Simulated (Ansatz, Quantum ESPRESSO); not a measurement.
# honeycomb InAs, 2 layers, AA stacking in an electric field, part 3 of 6

How does honeycomb InAs, 2 layers, AA stacking respond to a gate-like field without added charge?

Quantum ESPRESSO 7.5; plane-wave DFT, LDA, GBRV ultrasoft pseudopotentials; geometry and cross-check by Ansatz 0.2.0 with PAW datasets.

So far. Step 3 (Ground state: no field): The run needed 16 iterations to bring the estimated error under 1e-09 Ry; the largest force on any atom, held or free, is 0.26 eV/Å. Step 4 (Electrostatic potential): The vacuum is flat to 0.1 meV/Å, so its level is well defined. Inside the slab the curve depends on the local part of the pseudopotentials; only the vacuum level has a meaning of its own.

### 5. Bands along a path: no field

The density is frozen and the levels are solved along a path.

f0.bands.in

```
&control
  prefix = 'f0.bands'
  outdir = './out'
  pseudo_dir = './pseudo'
  calculation = 'bands'
  tefield = .true.
  dipfield = .true.
/
&system
  ibrav = 0
  nat = 4
  ntyp = 2
  ecutwfc = 40
  ecutrho = 200
  occupations = 'smearing'
  smearing = 'fd'
  degauss = 0.004
  edir = 3
  emaxpos = 0.97
  eopreg = 0.04
  eamp = 0.0
  nbnd = 24
/
&electrons
  conv_thr = 1e-07
  mixing_beta = 0.4
  electron_maxstep = 120
  mixing_mode = 'local-TF'
/
ATOMIC_SPECIES
  As  74.9216  as_lda_v1.uspp.F.UPF
  In  114.8180  in_lda_v1.4.uspp.F.UPF
CELL_PARAMETERS angstrom
  4.32491315612067 -0.00000000000000 -0.00000000000000
  -2.16245657806033 3.74548466236203 0.00000000000000
  -0.00000000000000 -0.00000000000000 21.62000000000000
ATOMIC_POSITIONS crystal
  As  0.666666666667 0.333333333333 0.382647495631
  In  0.333333333333 0.666666666667 0.415073543986
  As  0.666666666667 0.333333333333 0.584825317193
  In  0.333333333333 0.666666666667 0.617453643190
K_POINTS crystal_b
4
  0.0000000000 0.0000000000 0.0000000000 14
  0.5000000000 0.0000000000 0.0000000000 14
  0.3333333333 0.3333333333 0.0000000000 14
  0.0000000000 0.0000000000 0.0000000000 1
```

The run is started by

```console
$ cp -r out/f0.save out/f0.bands.save
$ cp out/f0.xml out/f0.bands.xml
$ OMP_NUM_THREADS=1 mpirun -n 4 pw.x -nk 4 -in f0.bands.in > f0.bands.out
```

What it wrote:

```text
[banner, memory and clock lines left out]
Program PWSCF v.7.5 starts

          URL

     Presently no symmetry can be used with electric field

     Atomic positions and unit cell read from directory:
     ./out/f0.bands.save/

     G-vector sticks info

     bravais-lattice index     =            0
     lattice parameter (alat)  =       8.1729  a.u.
     unit-cell volume          =    2363.4026 (a.u.)^3
     number of atoms/cell      =            4
     number of atomic types    =            2
     number of electrons       =        36.00
     number of Kohn-Sham states=           24
     kinetic-energy cutoff     =      40.0000  Ry
     charge density cutoff     =     200.0000  Ry
     Exchange-correlation=  SLA  PZ   NOGX NOGC
                           (   1   1   0   0   0   0   0)

     celldm(1)=   8.172901  celldm(2)=   0.000000  celldm(3)=   0.000000
     celldm(4)=   0.000000  celldm(5)=   0.000000  celldm(6)=   0.000000

     crystal axes: (cart. coord. in units of alat)
               a(1) = (   1.000000  -0.000000  -0.000000 )
               a(2) = (  -0.500000   0.866025   0.000000 )
               a(3) = (  -0.000000  -0.000000   4.998944 )

     reciprocal axes: (cart. coord. in units 2 pi/alat)
               b(1) = (  1.000000  0.577350  0.000000 )
               b(2) = (  0.000000  1.154701  0.000000 )
               b(3) = (  0.000000  0.000000  0.200042 )

     PseudoPot. # 1 for As read from file:
     ./pseudo/as_lda_v1.uspp.F.UPF
     Pseudo is Ultrasoft + core correction, Zval =  5.0
     Generated by new atomic code, or converted to UPF format
     Using radial grid of  875 points,  6 beta functions with:
                l(1) =   0
                l(2) =   0
                l(3) =   1
                l(4) =   1
                l(5) =   2
                l(6) =   2
     Q(r) pseudized with  8 coefficients,  rinner =    1.300   1.300   1.300
                                                       1.300   1.300

     PseudoPot. # 2 for In read from file:
     ./pseudo/in_lda_v1.4.uspp.F.UPF
     Pseudo is Ultrasoft + core correction, Zval = 13.0
     Generated by new atomic code, or converted to UPF format
     Using radial grid of  889 points,  6 beta functions with:
                l(1) =   0
                l(2) =   0
                l(3) =   1
                l(4) =   1
                l(5) =   2
                l(6) =   2
     Q(r) pseudized with  6 coefficients,  rinner =    1.400   1.400   1.400
                                                       1.400   1.400

     atomic species   valence    mass     pseudopotential
     As                5.00    74.92160     As( 1.00)
     In               13.00   114.81800     In( 1.00)

     No symmetry found

   Cartesian axes

     site n.     atom                  positions (alat units)
         1        As     tau(   1) = (   0.5000000   0.2886751   1.9128335  )
         2        In     tau(   2) = (  -0.0000000   0.5773503   2.0749295  )
         3        As     tau(   3) = (   0.5000000   0.2886751   2.9235092  )
         4        In     tau(   4) = (  -0.0000000   0.5773503   3.0866164  )

     number of k points=    43  Fermi-Dirac smearing, width (Ry)=  0.0040
                       cart. coord. in units 2pi/alat
        k(    1) = (   0.0000000   0.0000000   0.0000000), wk =   0.0465116
        k(    2) = (   0.0357143   0.0206197   0.0000000), wk =   0.0465116
        k(    3) = (   0.0714286   0.0412393   0.0000000), wk =   0.0465116
        k(    4) = (   0.1071429   0.0618590   0.0000000), wk =   0.0465116
        k(    5) = (   0.1428571   0.0824786   0.0000000), wk =   0.0465116
        k(    6) = (   0.1785714   0.1030983   0.0000000), wk =   0.0465116
        k(    7) = (   0.2142857   0.1237179   0.0000000), wk =   0.0465116
        k(    8) = (   0.2500000   0.1443376   0.0000000), wk =   0.0465116
        k(    9) = (   0.2857143   0.1649572   0.0000000), wk =   0.0465116
        k(   10) = (   0.3214286   0.1855769   0.0000000), wk =   0.0465116
        k(   11) = (   0.3571429   0.2061965   0.0000000), wk =   0.0465116
        k(   12) = (   0.3928571   0.2268162   0.0000000), wk =   0.0465116
        k(   13) = (   0.4285714   0.2474358   0.0000000), wk =   0.0465116
        k(   14) = (   0.4642857   0.2680555   0.0000000), wk =   0.0465116
        k(   15) = (   0.5000000   0.2886751   0.0000000), wk =   0.0465116
        k(   16) = (   0.4880952   0.3092948   0.0000000), wk =   0.0465116
        k(   17) = (   0.4761905   0.3299144   0.0000000), wk =   0.0465116
        k(   18) = (   0.4642857   0.3505341   0.0000000), wk =   0.0465116
        k(   19) = (   0.4523810   0.3711537   0.0000000), wk =   0.0465116
        k(   20) = (   0.4404762   0.3917734   0.0000000), wk =   0.0465116
        k(   21) = (   0.4285714   0.4123930   0.0000000), wk =   0.0465116
        k(   22) = (   0.4166667   0.4330127   0.0000000), wk =   0.0465116
        k(   23) = (   0.4047619   0.4536324   0.0000000), wk =   0.0465116
        k(   24) = (   0.3928571   0.4742520   0.0000000), wk =   0.0465116
        k(   25) = (   0.3809524   0.4948717   0.0000000), wk =   0.0465116
        k(   26) = (   0.3690476   0.5154913   0.0000000), wk =   0.0465116
        k(   27) = (   0.3571429   0.5361110   0.0000000), wk =   0.0465116
        k(   28) = (   0.3452381   0.5567306   0.0000000), wk =   0.0465116
        k(   29) = (   0.3333333   0.5773503   0.0000000), wk =   0.0465116
        k(   30) = (   0.3095238   0.5361110   0.0000000), wk =   0.0465116
        k(   31) = (   0.2857143   0.4948717   0.0000000), wk =   0.0465116
        k(   32) = (   0.2619048   0.4536324   0.0000000), wk =   0.0465116
        k(   33) = (   0.2380952   0.4123930   0.0000000), wk =   0.0465116
        k(   34) = (   0.2142857   0.3711537   0.0000000), wk =   0.0465116
        k(   35) = (   0.1904762   0.3299144   0.0000000), wk =   0.0465116
        k(   36) = (   0.1666667   0.2886751   0.0000000), wk =   0.0465116
        k(   37) = (   0.1428571   0.2474358   0.0000000), wk =   0.0465116
        k(   38) = (   0.1190476   0.2061965   0.0000000), wk =   0.0465116
        k(   39) = (   0.0952381   0.1649572   0.0000000), wk =   0.0465116
        k(   40) = (   0.0714286   0.1237179   0.0000000), wk =   0.0465116
        k(   41) = (   0.0476190   0.0824786   0.0000000), wk =   0.0465116
        k(   42) = (   0.0238095   0.0412393   0.0000000), wk =   0.0465116
        k(   43) = (   0.0000000   0.0000000   0.0000000), wk =   0.0465116

     Dense  grid:   112995 G-vectors     FFT dimensions: (  40,  40, 192)

     Smooth grid:    80997 G-vectors     FFT dimensions: (  36,  36, 180)

[...]
-16.0367 -15.9012 -15.8871 -15.8303 -15.7819 -15.5187 -15.3878 -15.3720
   -15.3145 -15.2644 -11.4496 -10.8841  -7.1811  -6.5876  -3.3207  -2.8225
    -2.7338  -1.8257  -0.6785   0.0308   0.7970   1.2610   3.7035   4.6552

          k = 0.4762 0.3299 0.0000 ( 10112 PWs)   bands (ev):

   -16.0363 -15.9012 -15.8873 -15.8301 -15.7823 -15.5182 -15.3879 -15.3722
   -15.3143 -15.2648 -11.4439 -10.8784  -7.1792  -6.5857  -3.4047  -2.8753
    -2.7347  -1.7930  -0.6727   0.0815   0.8721   1.3238   3.6949   4.4728

          k = 0.4643 0.3505 0.0000 ( 10118 PWs)   bands (ev):

   -16.0356 -15.9012 -15.8877 -15.8299 -15.7829 -15.5175 -15.3879 -15.3726
   -15.3141 -15.2654 -11.4345 -10.8691  -7.1763  -6.5827  -3.5257  -2.9806
    -2.7124  -1.7490  -0.6659   0.1543   0.9900   1.4346   3.6714   4.2937

          k = 0.4524 0.3712 0.0000 ( 10130 PWs)   bands (ev):

   -16.0347 -15.9013 -15.8883 -15.8295 -15.7838 -15.5165 -15.3880 -15.3731
   -15.3137 -15.2662 -11.4218 -10.8566  -7.1728  -6.5792  -3.6687  -3.1137
    -2.6819  -1.7014  -0.6603   0.2344   1.1462   1.5960   3.6170   4.1527

          k = 0.4405 0.3918 0.0000 ( 10130 PWs)   bands (ev):

   -16.0336 -15.9013 -15.8888 -15.8290 -15.7848 -15.5154 -15.3880 -15.3737
   -15.3132 -15.2673 -11.4062 -10.8411  -7.1691  -6.5755  -3.8221  -3.2597
    -2.6476  -1.6539  -0.6577   0.3078   1.3396   1.8037   3.5194   4.0708

          k = 0.4286 0.4124 0.0000 ( 10110 PWs)   bands (ev):

   -16.0324 -15.9012 -15.8893 -15.8284 -15.7859 -15.5142 -15.3880 -15.3743
   -15.3126 -15.2683 -11.3882 -10.8232  -7.1660  -6.5723  -3.9768  -3.4087
    -2.6106  -1.6081  -0.6589   0.3664   1.5688   2.0465   3.3921   4.0407

          k = 0.4167 0.4330 0.0000 ( 10104 PWs)   bands (ev):

   -16.0313 -15.9012 -15.8899 -15.8278 -15.7872 -15.5130 -15.3880 -15.3748
   -15.3120 -15.2695 -11.3685 -10.8036  -7.1641  -6.5702  -4.1259  -3.5532
    -2.5715  -1.5643  -0.6646   0.4086   1.8286   2.3071   3.2665   4.0402

          k = 0.4048 0.4536 0.0000 ( 10098 PWs)   bands (ev):

   -16.0302 -15.9011 -15.8904 -15.8271 -15.7884 -15.5119 -15.3880 -15.3754
   -15.3113 -15.2707 -11.3478 -10.7830  -7.1639  -6.5699  -4.2636  -3.6874
    -2.5310  -1.5229  -0.6747   0.4362   2.1099   2.5527   3.1837   4.0524

          k = 0.3929 0.4743 0.0000 ( 10098 PWs)   bands (ev):

   -16.0292 -15.9011 -15.8909 -15.8265 -15.7896 -15.5109 -15.3879 -15.3759
   -15.3107 -15.2719 -11.3271 -10.7625  -7.1659  -6.5717  -4.3855  -3.8067
    -2.4901  -1.4843  -0.6893   0.4522   2.3961   2.7080   3.2243   4.0661

          k = 0.3810 0.4949 0.0000 ( 10102 PWs)   bands (ev):

   -16.0285 -15.9009 -15.8913 -15.8259 -15.7907 -15.5101 -15.3878 -15.3763
   -15.3101 -15.2730 -11.3074 -10.7430  -7.1702  -6.5757  -4.4882  -3.9074
    -2.4505  -1.4492  -0.7073   0.4595   2.6039   2.8066   3.4200   4.0728

          k = 0.3690 0.5155 0.0000 ( 10102 PWs)   bands (ev):

   -16.0279 -15.9008 -15.8917 -15.8254 -15.7915 -15.5095 -15.3877 -15.3767
   -15.3096 -15.2738 -11.2899 -10.7256  -7.1763  -6.5816  -4.5693  -3.9871
    -2.4143  -1.4190  -0.7272   0.4605   2.6060   3.0562   3.6567   4.0700

          k = 0.3571 0.5361 0.0000 ( 10094 PWs)   bands (ev):

   -16.0276 -15.9006 -15.8919 -15.8250 -15.7922 -15.5091 -15.3876 -15.3769
   -15.3093 -15.2744 -11.2759 -10.7117  -7.1832  -6.5882  -4.6272  -4.0442
    -2.3843  -1.3951  -0.7463   0.4579   2.5688   3.3284   3.8209   4.0668

          k = 0.3452 0.5567 0.0000 ( 10086 PWs)   bands (ev):

   -16.0274 -15.9004 -15.8921 -15.8247 -15.7925 -15.5088 -15.3874 -15.3770
   -15.3090 -15.2748 -11.2665 -10.7024  -7.1891  -6.5938  -4.6617  -4.0782
    -2.3638  -1.3793  -0.7609   0.4544   2.5414   3.5690   3.8309   3.9900

          k = 0.3333 0.5774 0.0000 ( 10092 PWs)   bands (ev):

   -16.0273 -15.9004 -15.8921 -15.8247 -15.7927 -15.5088 -15.3874 -15.3771
   -15.3090 -15.2749 -11.2632 -10.6991  -7.1916  -6.5963  -4.6729  -4.0893
    -2.3562  -1.3737  -0.7668   0.4527   2.5318   3.7000   3.7973   3.9369

          k = 0.3095 0.5361 0.0000 ( 10090 PWs)   bands (ev):

   -16.0274 -15.9007 -15.8919 -15.8249 -15.7923 -15.5089 -15.3877 -15.3769
   -15.3092 -15.2745 -11.2786 -10.7144  -7.1759  -6.5810  -4.6308  -4.0476
    -2.3909  -1.3990  -0.7361   0.4641   2.5687   3.5128   3.6661   3.9958

          k = 0.2857 0.4949 0.0000 ( 10100 PWs)   bands (ev):

   -16.0273 -15.9018 -15.8912 -15.8256 -15.7916 -15.5089 -15.3886 -15.3763
   -15.3098 -15.2739 -11.3284 -10.7638  -7.1152  -6.5219  -4.5140  -3.9319
    -2.4961  -1.4773  -0.6350   0.5046   2.6639   3.2626   3.4500   3.7615

          k = 0.2619 0.4536 0.0000 ( 10112 PWs)   bands (ev):

   -16.0266 -15.9034 -15.8905 -15.8263 -15.7913 -15.5084 -15.3900 -15.3756
   -15.3105 -15.2737 -11.4133 -10.8479  -6.9947  -6.4043  -4.3374  -3.7571
    -2.6562  -1.6026  -0.4688   0.5722   2.7431   3.0637   3.2097   3.4886

          k = 0.2381 0.4124 0.0000 ( 10090 PWs)   bands (ev):

   -16.0248 -15.9053 -15.8900 -15.8267 -15.7918 -15.5069 -15.3918 -15.3750
   -15.3108 -15.2742 -11.5284 -10.9621  -6.8087  -6.2228  -4.1149  -3.5371
    -2.8451  -1.7600  -0.2572   0.6512   2.6166   2.9560   3.0495   3.2778

          k = 0.2143 0.3712 0.0000 ( 10090 PWs)   bands (ev):

   -16.0221 -15.9074 -15.8899 -15.8267 -15.7935 -15.5045 -15.3936 -15.3749
   -15.3108 -15.2761 -11.6649 -11.0975  -6.5595  -5.9807  -3.8591  -3.2869
    -3.0360  -1.9322  -0.0250   0.7217   2.3921   2.7267   2.8855   3.2957

          k = 0.1905 0.3299 0.0000 ( 10078 PWs)   bands (ev):

   -16.0184 -15.9093 -15.8905 -15.8263 -15.7963 -15.5013 -15.3953 -15.3753
   -15.3103 -15.2790 -11.8126 -11.2440  -6.2552  -5.6875  -3.5822  -3.2275
    -2.9988  -2.1035   0.1928   0.7723   2.1614   2.5107   2.6925   3.2882

          k = 0.1667 0.2887 0.0000 ( 10074 PWs)   bands (ev):

   -16.0143 -15.9108 -15.8917 -15.8255 -15.8000 -15.4976 -15.3965 -15.3764
   -15.3094 -15.2828 -11.9617 -11.3920  -5.9079  -5.3592  -3.3771  -3.2849
    -2.7179  -2.2601   0.3338   0.8218   1.9303   2.3171   2.5644   3.2070

          k = 0.1429 0.2474 0.0000 ( 10096 PWs)   bands (ev):

   -16.0101 -15.9117 -15.8937 -15.8243 -15.8041 -15.4941 -15.3970 -15.3782
   -15.3082 -15.2871 -12.1043 -11.5334  -5.5362  -5.0206  -3.4505  -3.0060
    -2.4419  -2.3828   0.3307   0.8872   1.7002   2.1769   2.5087   3.1255

          k = 0.1190 0.2062 0.0000 ( 10090 PWs)   bands (ev):

   -16.0065 -15.9117 -15.8963 -15.8229 -15.8080 -15.4912 -15.3966 -15.3805
   -15.3067 -15.2912 -12.2337 -11.6618  -5.1745  -4.7054  -3.4216  -2.7378
    -2.4742  -2.1673   0.2004   0.8747   1.4985   2.1288   2.5179   3.0746

          k = 0.0952 0.1650 0.0000 ( 10091 PWs)   bands (ev):

   -16.0039 -15.9108 -15.8991 -15.8214 -15.8116 -15.4892 -15.3953 -15.3831
   -15.3053 -15.2949 -12.3452 -11.7725  -4.8919  -4.4242  -3.2441  -2.5062
    -2.4770  -1.9307  -0.0176   0.6854   1.3567   2.1870   2.5775   3.0561

          k = 0.0714 0.1237 0.0000 ( 10085 PWs)   bands (ev):

   -16.0023 -15.9094 -15.9018 -15.8201 -15.8144 -15.4883 -15.3934 -15.3856
   -15.3038 -15.2979 -12.4351 -11.8617  -4.7507  -4.1540  -2.9433  -2.3769
    -2.2995  -1.7353  -0.3082   0.3541   1.2512   2.3124   2.6594   3.0481

          k = 0.0476 0.0825 0.0000 ( 10107 PWs)   bands (ev):

   -16.0017 -15.9078 -15.9040 -15.8190 -15.8165 -15.4880 -15.3915 -15.3877
   -15.3028 -15.3001 -12.5010 -11.9271  -4.7077  -3.9378  -2.5932  -2.1547
    -2.1048  -1.5906  -0.6589  -0.0540   1.1669   2.4373   2.7398   3.0237

          k = 0.0238 0.0412 0.0000 ( 10125 PWs)   bands (ev):

   -16.0016 -15.9065 -15.9055 -15.8183 -15.8177 -15.4882 -15.3901 -15.3891
   -15.3021 -15.3014 -12.5412 -11.9670  -4.7005  -3.8170  -2.2401  -2.0655
    -1.7260  -1.5022  -1.0286  -0.4807   1.1111   2.5043   2.8235   2.9239

          k = 0.0000 0.0000 0.0000 ( 10121 PWs)   bands (ev):

   -16.0015 -15.9060 -15.9060 -15.8181 -15.8181 -15.4882 -15.3896 -15.3896
   -15.3018 -15.3018 -12.5547 -11.9804  -4.7006  -3.7808  -2.0356  -2.0356
    -1.4725  -1.4725  -1.2478  -0.7363   1.0916   2.5197   2.8685   2.8685

     XML data file, pseudopotentials, collected wavefunctions

                                        0.00s GPU  (     781 calls)
[key lines of the parts left out:]
Dipole field          0.0013 Ry au,
```

The job ended after 59 s (4 MPI ranks of Arm Neoverse V1, shared host; peak memory 0.44 GiB).

Band numbers count within the set of bands kept for display. The electronic bands at the labelled points (eV, zero at the highest filled level of the SCF mesh; v1 is the highest filled band, c1 the lowest empty one):

| point | v4 | v3 | v2 | v1 | c1 | c2 | c3 | c4 |
| --- | --- | --- | --- | --- | --- | --- | --- | --- |
| Γ | -0.66 | -0.66 | -0.10 | -0.10 | 0.13 | 0.64 | 2.47 | 3.89 |
| halfway | -2.12 | -1.38 | -1.06 | -0.82 | 1.46 | 2.02 | 2.54 | 3.16 |
| M | -1.92 | -1.44 | -1.35 | -0.46 | 0.69 | 1.39 | 2.14 | 2.61 |
| halfway | -2.75 | -2.18 | -1.20 | -0.19 | 0.71 | 1.78 | 3.20 | 3.68 |
| K | -3.30 | -2.72 | -0.98 | 0.00 | 0.61 | 1.83 | 3.91 | 5.07 |
| halfway | -2.00 | -1.91 | -1.34 | -0.89 | 1.71 | 2.20 | 3.30 | 3.69 |
| Γ | -0.66 | -0.66 | -0.10 | -0.10 | 0.13 | 0.64 | 2.47 | 3.89 |

An edge by band count lies at the Fermi level or within reach of the smearing, so that band is partly filled.

Along this path the valence top lies at K and the conduction bottom at Γ.

### 6. Ground state: field 0.1 V/Å

eamp is the field in Hartree atomic units (1 a.u. = 51.42 V/Å). With dipfield on, it is the field in the vacuum beside an isolated sheet. The run starts from the density of the one before.

f1.in

```
&control
  prefix = 'f1'
  outdir = './out'
  pseudo_dir = './pseudo'
  calculation = 'scf'
  tprnfor = .true.
  tefield = .true.
  dipfield = .true.
/
&system
  ibrav = 0
  nat = 4
  ntyp = 2
  ecutwfc = 40
  ecutrho = 200
  occupations = 'smearing'
  smearing = 'fd'
  degauss = 0.004
  edir = 3
  emaxpos = 0.97
  eopreg = 0.04
  eamp = 0.00194469
/
&electrons
  conv_thr = 1e-09
  mixing_beta = 0.4
  electron_maxstep = 120
  mixing_mode = 'plain'
  startingpot = 'file'
/
ATOMIC_SPECIES
  As  74.9216  as_lda_v1.uspp.F.UPF
  In  114.8180  in_lda_v1.4.uspp.F.UPF
CELL_PARAMETERS angstrom
  4.32491315612067 -0.00000000000000 -0.00000000000000
  -2.16245657806033 3.74548466236203 0.00000000000000
  -0.00000000000000 -0.00000000000000 21.62000000000000
ATOMIC_POSITIONS crystal
  As  0.666666666667 0.333333333333 0.382647495631
  In  0.333333333333 0.666666666667 0.415073543986
  As  0.666666666667 0.333333333333 0.584825317193
  In  0.333333333333 0.666666666667 0.617453643190
K_POINTS automatic
  6 6 1 0 0 0
```

The run is started by

```console
$ cp -r out/f0.save out/f1.save
$ OMP_NUM_THREADS=1 mpirun -n 4 pw.x -nk 2 -in f1.in > f1.out
```

What it wrote:

```text
[banner, memory and clock lines left out]
Program PWSCF v.7.5 starts
[...]
number of electrons       =        36.00
     number of Kohn-Sham states=           22
     kinetic-energy cutoff     =      40.0000  Ry
     charge density cutoff     =     200.0000  Ry
[...]
number of k points=    20  Fermi-Dirac smearing, width (Ry)=  0.0040
[...]
Dense  grid:   112995 G-vectors     FFT dimensions: (  40,  40, 192)
[...]
The initial density is read from file :
[...]
negative rho (up, down):  2.963E-04 0.000E+00
[...]
Starting wfcs are   26 randomized atomic wfcs
[...]
negative rho (up, down):  2.970E-04 0.000E+00
[...]
estimated scf accuracy    <       0.00938816 Ry
[...]
negative rho (up, down):  2.953E-04 0.000E+00
[...]
estimated scf accuracy    <       0.05245523 Ry
[...]
negative rho (up, down):  2.959E-04 0.000E+00
[...]
estimated scf accuracy    <       0.00036184 Ry
[...]
negative rho (up, down):  2.962E-04 0.000E+00
[...]
estimated scf accuracy    <       0.00015763 Ry
[...]
negative rho (up, down):  2.965E-04 0.000E+00
[...]
estimated scf accuracy    <       0.00004451 Ry
[...]
negative rho (up, down):  2.968E-04 0.000E+00
[...]
estimated scf accuracy    <       0.00000120 Ry
[...]
negative rho (up, down):  2.968E-04 0.000E+00
[...]
estimated scf accuracy    <       0.00000079 Ry
[...]
negative rho (up, down):  2.969E-04 0.000E+00
[...]
estimated scf accuracy    <       0.00000001 Ry
[...]
negative rho (up, down):  2.969E-04 0.000E+00
[...]
estimated scf accuracy    <          2.1E-09 Ry
[...]
negative rho (up, down):  2.969E-04 0.000E+00
[...]
Computed dipole along edir(3) :
        Dipole                0.3644 Ry au,          0.9262 Debye
        Dipole field          0.0019 Ry au,
        E field amplitude [Ha a.u.]:  1.9447E-03
        Potential amp.        0.0006 Ry
        Total length         39.2216 bohr
[...]
the Fermi energy is    -1.2661 ev
!    total energy              =    -345.73771375 Ry
     estimated scf accuracy    <          7.4E-10 Ry
     smearing contrib. (-TS)   =      -0.00035021 Ry
     internal energy E=F+TS    =    -345.73736354 Ry
[...]
one-electron contribution =    -923.17908557 Ry
     hartree contribution      =     475.27667691 Ry
     xc contribution           =    -136.35390497 Ry
     ewald contribution        =     238.51966133 Ry
     electric field correction =      -0.00071125 Ry
     convergence has been achieved in  10 iterations
     negative rho (up, down):  2.969E-04 0.000E+00
[...]
Total force =     0.017149     Total SCF correction =     0.000108
[...]
```

Run time: 37 s. Hardware: 4 MPI ranks; peak memory 0.4 GiB; 2.5 min of CPU time.

Numbers from this step:

- free energy: -4704.0012 eV
- energy at zero smearing: -4703.9989 eV
- Fermi energy: -1.266 eV
- dipole along the normal: 0.1928 e·Å
- conduction bottom, on the run's zero: -1.216 eV
- gap by band count: 0.1581 eV

The dipole goes from 0.1276 to 0.1928 e Å, 0.6527 e Å per V/Å.

(Continued in part 4 of 6.)

[Logs are printed without paths, hosts, clocks, repeated set-up lines and the standing remarks that a program may print on its own settings, such as how far it seeks lower states.]

[Hosts, paths, dates, database ids (printed as entryN), source tags and the programs' standing remarks are cut or masked in the printed files.]

[Maps of the electrostatic potential energy from Ansatz leave out the sawtooth potential of an applied field or a dipole correction, so their vacuum need not be flat; planar profiles and work functions include it.]
